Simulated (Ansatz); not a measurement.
## Cu2O (Cuprite) under changes of volume

One of the cells (12.885 Å³/atom); the others are scaled copies at fixed shape and fractional positions:

```
CELL_PARAMETERS angstrom
4.26000 0.00000 0.00000
0.00000 4.26000 0.00000
0.00000 0.00000 4.26000
ATOMIC_POSITIONS crystal
Cu 0.75000 0.25000 0.75000
Cu 0.75000 0.75000 0.25000
Cu 0.25000 0.75000 0.75000
Cu 0.25000 0.25000 0.25000
O 0.50000 0.50000 0.50000
O 0.00000 0.00000 0.00000
```

| Item | Value |
| --- | --- |
| Program | Ansatz 0.2.0 |
| Functional | RPBE |
| Dispersion | D3(BJ) |
| Potentials or basis | Ansatz PAW |
| Cutoff | 420 eV (not typed: the program's choice for these potentials) |
| k mesh | 6 × 6 × 6 |
| Occupations | fermi-dirac, width 0.05 eV |
| Spin | no spin polarisation |

| volume (Å³/atom) | energy over the lowest point (meV/atom) | pressure (GPa) | gap on the mesh (eV) |
| --- | --- | --- | --- |
| 12.112 | 0.00 | -7.2 | 0.68 |
| 12.369 | 13.76 | -9.8 | 0.63 |
| 12.627 | 31.50 | -12.1 | 0.58 |
| 12.885 | 52.70 | -14.2 | 0.54 |
| 13.142 | 76.98 | -15.9 | 0.50 |
| 13.400 | 103.91 | -17.5 | 0.46 |
| 13.658 | ? | ? | ? |

Problem. What does the run at 13.658 Å³/atom give?

Solution. Energy over the lowest point 133.11 meV/atom; pressure -18.8 GPa; gap on the mesh 0.42 eV.

Worked out: A Birch-Murnaghan fit of order 3 (a polynomial in V^(-2/3)) to the other rows has no minimum within the range. It gives 133.26 meV/atom at 13.658 Å³/atom, against the run's 133.11, and -dE/dV = -18.9 GPa, against -18.8. A straight line through the other rows of the gap, of slope -2.16 eV per unit of ln V (its deformation potential), extrapolates to 0.42 eV, against the run's 0.42.

Energies are extrapolated to zero smearing.

Caveats: the PAW data sets come from PBE, with cores solved anew for the run's functional, which leaves a small shift of forces and pressure.

A mesh can miss the band edges.
